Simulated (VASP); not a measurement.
## Input and output of a VASP PBE single-point calculation on ZnSe (strained zincblende)

INCAR

```
NELM = 120
NBANDS = 16
EDIFF = 1E-7
LCHARG = .FALSE.
LWAVE = .FALSE.
LREAL = .FALSE.
ISMEAR = -1
GGA = PE
ENCUT = 520
LASPH = .TRUE.
SIGMA = 0.02
PREC = Accurate
NSW = 0
IBRION = -1
ISIF = 2
```

KPOINTS

```
KPOINTS created by Atomic Simulation Environment
0
Gamma
8 8 8
0 0 0
```

KPOINTS_OPT

```
special points
6
Reciprocal
0.0000000000 0.0000000000 0.0000000000 1
-0.5000000000 -0.5000000000 0.0000000000 1
-0.3750000000 -0.3750000000 0.2500000000 1
-0.3750000000 0.0000000000 0.3750000000 1
0.0000000000 0.0000000000 0.5000000000 1
-0.5000000000 -0.2500000000 0.2500000000 1
```

POSCAR

```
Zn Se
 1.0000000000000000
     0.0000000000000000    2.7899343746000000    2.7899343746000000
     2.7899343746000000    0.0000000000000000    2.7899343746000000
     2.7899343746000000    2.7899343746000000    0.0000000000000000
 Zn  Se
   1   1
Cartesian
  0.0000000000000000  0.0000000000000000  0.0000000000000000
  1.3949671873000000  1.3949671873000000  1.3949671873000000
```

VASP ran with the recommended PBE PAW datasets (18 valence electrons in the cell).

Command

```
mpirun -np 1 vasp_std
```

From OUTCAR

```
k-points           NKPTS =     29   k-points in BZ     NKDIM =     29   number of bands    NBANDS=     16

   NELECT =      18.0000    total number of electrons

   dimension x,y,z NGX =    30 NGY =   30 NGZ =   30
   dimension x,y,z NGXF=    60 NGYF=   60 NGZF=   60

  energy-cutoff  :      520.00
  volume of cell :       43.43
      direct lattice vectors                 reciprocal lattice vectors
     0.000000000  2.789934375  2.789934375    -0.179215685  0.179215685  0.179215685
     2.789934375  0.000000000  2.789934375     0.179215685 -0.179215685  0.179215685
     2.789934375  2.789934375  0.000000000     0.179215685  0.179215685 -0.179215685

 k-points in reciprocal lattice and weights: KPOINTS created by Atomic Simulation Env
   0.00000000  0.00000000  0.00000000       0.002
   0.12500000  0.00000000  0.00000000       0.016
   0.25000000  0.00000000  0.00000000       0.016
   0.37500000  0.00000000  0.00000000       0.016
   0.50000000  0.00000000  0.00000000       0.008
   0.12500000  0.12500000  0.00000000       0.012
   0.25000000  0.12500000  0.00000000       0.047
   0.37500000  0.12500000  0.00000000       0.047
   ...

 E-fermi :   2.4749

 k-point     1 :       0.0000    0.0000    0.0000
  band No.  band energies     occupation
      1     -11.5451      2.00000
      2      -4.7016      2.00000
      3      -4.7016      2.00000
      4      -4.7016      2.00000
      5      -4.2878      2.00000
      6      -4.2878      2.00000
      7       2.0267      2.00000
      8       2.0267      2.00000
      9       2.0267      2.00000
     10       3.5097      0.00000
     11       7.8077      0.00000
     12       7.8077      0.00000
     13       7.8077      0.00000
     14      12.1338      0.00000
     15      13.5831      0.00000
     16      13.5831      0.00000

 k-point     2 :       0.1250    0.0000    0.0000
  band No.  band energies     occupation
      1     -11.4351      2.00000
      2      -4.6977      2.00000
      3      -4.6840      2.00000
      4      -4.6840      2.00000
      5      -4.2894      2.00000
      6      -4.2894      2.00000
      7       0.6774      2.00000
      8       1.8607      2.00000
      9       1.8607      2.00000
     10       4.4805      0.00000
     11       7.7898      0.00000
     12       8.0781      0.00000
     13       8.0781      0.00000
     14      12.7603      0.00000
     15      12.7603      0.00000
     16      13.0034      0.00000

 k-point     3 :       0.2500    0.0000    0.0000
  band No.  band energies     occupation
      1     -11.1479      2.00000
      2      -4.6479      2.00000
      3      -4.6454      2.00000
      4      -4.6454      2.00000
      5      -4.2879      2.00000
      6      -4.2879      2.00000
      7      -1.1426      2.00000
      8       1.5088      2.00000
      9       1.5088      2.00000
     10       4.8956      0.00000
     11       8.4713      0.00000
     12       8.4713      0.00000
     13       8.7327      0.00000
     14      12.5235      0.00000
     15      12.5235      0.00000
     16      12.8292      0.00000

 k-point     4 :       0.3750    0.0000    0.0000
  band No.  band energies     occupation
      1     -10.8224      2.00000
      2      -4.6146      2.00000
      3      -4.6146      2.00000
      4      -4.4457      2.00000
      5      -4.2758      2.00000
      6      -4.2758      2.00000
      7      -2.6761      2.00000
      8       1.2041      2.00000
      9       1.2041      2.00000
     10       4.7413      0.00000
     11       8.4707      0.00000
     12       8.4707      0.00000
     13      10.2362      0.00000
     14      12.5938      0.00000
     15      13.7018      0.00000
     16      13.7018      0.00000

 k-point     5 :       0.5000    0.0000    0.0000
  band No.  band energies     occupation
      1     -10.6730      2.00000
      2      -4.6048      2.00000
      3      -4.6048      2.00000
      4      -4.2669      2.00000
      5      -4.2669      2.00000
      6      -4.1122      2.00000
      7      -3.5117      2.00000
      8       1.0878      2.00000
      9       1.0878      2.00000
     10       4.6501      0.00000
     11       8.3929      0.00000
     12       8.3929      0.00000
     13      10.7242      0.00000
     14      13.2378      0.00000
     15      15.3250      0.00000
     16      15.3250      0.00000

 k-point     6 :       0.1250    0.1250    0.0000
  band No.  band energies     occupation
      1     -11.3983      2.00000
      2      -4.7150      2.00000
      3      -4.6687      2.00000
      4      -4.6687      2.00000
      5      -4.3009      2.00000
      6      -4.2798      2.00000
      7       0.6987      2.00000
      8       1.5626      2.00000
      9       1.5626      2.00000
     10       4.9483      0.00000
     11       7.0467      0.00000
     12       8.5225      0.00000
     13       8.5225      0.00000
     14      11.4891      0.00000
     15      13.4837      0.00000
     16      13.8078      0.00000

 k-point     7 :       0.2500    0.1250    0.0000
  band No.  band energies     occupation
      1     -11.1693      2.00000
      2      -4.7021      2.00000
      3      -4.6277      2.00000
      4      -4.6256      2.00000
      5      -4.3072      2.00000
      6      -4.2727      2.00000
      7      -0.6647      2.00000
      8       1.1515      2.00000
      9       1.2100      2.00000
     10       5.6300      0.00000
     11       7.0247      0.00000
     12       8.9699      0.00000
     13       9.1336      0.00000
     14      11.1937      0.00000
     15      13.6570      0.00000
     16      14.3036      0.00000

 k-point     8 :       0.3750    0.1250    0.0000
  band No.  band energies     occupation
      1     -10.8514      2.00000
      2      -4.6355      2.00000
      3      -4.5913      2.00000
      4      -4.5250      2.00000
      5      -4.2861      2.00000
      6      -4.2644      2.00000
      7      -2.1724      2.00000
      8       0.7441      2.00000
      9       0.8693      2.00000
     10       5.5723      0.00000
     11       7.7896      0.00000
     12       9.2231      0.00000
     13       9.2809      0.00000
     14      12.4903      0.00000
     15      13.9183      0.00000
     16      14.4626      0.00000

 k-point     9 :       0.5000    0.1250    0.0000
  band No.  band energies     occupation
      1     -10.6345      2.00000
      2      -4.6054      2.00000
      3      -4.5787      2.00000
      4      -4.3229      2.00000
      5      -4.2648      2.00000
      6      -4.1397      2.00000
      7      -3.2542      2.00000
      8       0.3660      2.00000
      9       0.8370      2.00000
     10       5.4629      0.00000
     11       7.8812      0.00000
     12       8.9694      0.00000
     13      10.6342      0.00000
     14      13.1260      0.00000
     15      14.6960      0.00000
     16      15.3394      0.00000

 k-point    10 :      -0.3750    0.1250    0.0000
  band No.  band energies     occupation
      1     -10.6847      2.00000
      2      -4.6017      2.00000
      3      -4.5890      2.00000
      4      -4.3474      2.00000
      5      -4.2834      2.00000
      6      -4.2233      2.00000
      7      -2.9706      2.00000
      8       0.2371      2.00000
      9       1.0644      2.00000
     10       5.5127      0.00000
     11       8.0583      0.00000
     12       8.7922      0.00000
     13      10.4344      0.00000
     14      13.2585      0.00000
     15      13.4600      0.00000
     16      15.2896      0.00000

 k-point    11 :      -0.2500    0.1250    0.0000
  band No.  band energies     occupation
      1     -10.9604      2.00000
      2      -4.6212      2.00000
      3      -4.6212      2.00000
      4      -4.5862      2.00000
      5      -4.3014      2.00000
      6      -4.2655      2.00000
      7      -1.7014      2.00000
      8       0.4405      2.00000
      9       1.4554      2.00000
     10       5.6422      0.00000
     11       8.2606      0.00000
     12       8.6393      0.00000
     13       8.9842      0.00000
     14      11.8061      0.00000
     15      13.5288      0.00000
     16      14.5982      0.00000

 k-point    12 :      -0.1250    0.1250    0.0000
  band No.  band energies     occupation
      1     -11.2653      2.00000
      2      -4.6876      2.00000
      3      -4.6626      2.00000
      4      -4.6470      2.00000
      5      -4.3007      2.00000
      6      -4.2796      2.00000
      7      -0.2749      2.00000
      8       1.0587      2.00000
      9       1.8068      2.00000
     10       5.2936      0.00000
     11       7.6129      0.00000
     12       8.2402      0.00000
     13       8.8030      0.00000
     14      11.7426      0.00000
     15      12.7839      0.00000
     16      14.1715      0.00000

 ...

  Total        1.5760744      1.5760744      1.5760744      0.0000000      0.0000000     -0.0000000
  in kB       58.1400409     58.1400409     58.1400409      0.0000000      0.0000000     -0.0000000
  external PRESSURE =      58.1400409 kB  Pullay stress =       0.0000000 kB

 POSITION                                       TOTAL-FORCE (eV/Angst)
 -----------------------------------------------------------------------------------
      0.00000      0.00000      0.00000        -0.000000     -0.000000     -0.000000
      1.39497      1.39497      1.39497         0.000000      0.000000      0.000000
 -----------------------------------------------------------------------------------
    total drift:                                0.000000      0.000000      0.000001

  FREE ENERGIE OF THE ION-ELECTRON SYSTEM (eV)
  ---------------------------------------------------
  free  energy   TOTEN  =        -5.9680013041 eV

  energy  without entropy=       -5.9680013041  energy(sigma->0) =       -5.96800130
```

```
gap between bands v and c : 1.48 eV
least direct gap          : 1.48 eV
pressure                  : 5.8 GPa
```

Band v is the last that the valence electrons fill when counted band by band, and c is the next.

The run took about 23 s on one core of a shared host (Intel Xeon Platinum 8488C) and held 0.18 GiB at most.
